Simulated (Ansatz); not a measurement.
Predict the output of the script below (the Ansatz DFT code, driven from Python).

The script, `gap_eps.py`:
```python
"""Response of GaP to an electric field."""

import warnings

import ansatz as az
import numpy as np

warnings.simplefilter("ignore", az.DeckWarning)

cell = (
    az.Lattice.from_parameters(3.854086, 3.854086, 3.854086, alpha=60.0, beta=60.0, gamma=60.0)
    .atom("Ga", (0.0, 0.0, 0.0))
    .atom("P", (0.25, 0.25, 0.25))
)

# an insulator: whole occupations
calculation = (
    cell.calculation()
    .functional("pbesol")
    .kpoints(6, 6, 6)
    .occupations("fixed")
    .dielectric()
)
result = calculation.run(threads=1, backend="cpu")
response = result.dielectric
eps = np.asarray(response.eps_inf)

print(f"mean eps_inf {np.trace(eps) / 3:.3f}, fraction of exact exchange 1/eps = {3 / np.trace(eps):.3f}")
print(np.array2string(eps, precision=3, suppress_small=True))
for site, z in zip(result.lattice.sites, response.zstar_e):
    print(f"{site.symbol:2s} Z* trace/3 = {np.trace(z) / 3:+.3f} e")
print(f"charge neutrality missed by {response.zstar_sum_residual_pre_e:.4f} e before the sum rule")
```

```console
$ python gap_eps.py
mean eps_inf 10.684, fraction of exact exchange 1/eps = 0.094
[[10.684  0.     0.   ]
 [ 0.    10.684  0.   ]
 [ 0.     0.    10.684]]
Ga Z* trace/3 = +2.121 e
P  Z* trace/3 = -2.121 e
charge neutrality missed by 0.0000 e before the sum rule
```

Notes:
- The Fermi level of a run with fixed occupations marks the highest occupied state on its mesh, not mid-gap.
- Pressure is positive in compression.
- The starting cell is as deposited in a crystallographic database; the results hold for this polymorph, which needn't be the stable one.
- This is the electronic (clamped-ion) response; a semilocal gap that is too small tends to raise it. The typed mesh is that of the SCF; the response is solved on denser meshes that the run picks.
- Wall time of the script: 16 s on 1 thread of Intel(R) Xeon(R) Processor @ 2.30GHz, with other jobs on the host, peak memory 0.62 GiB.
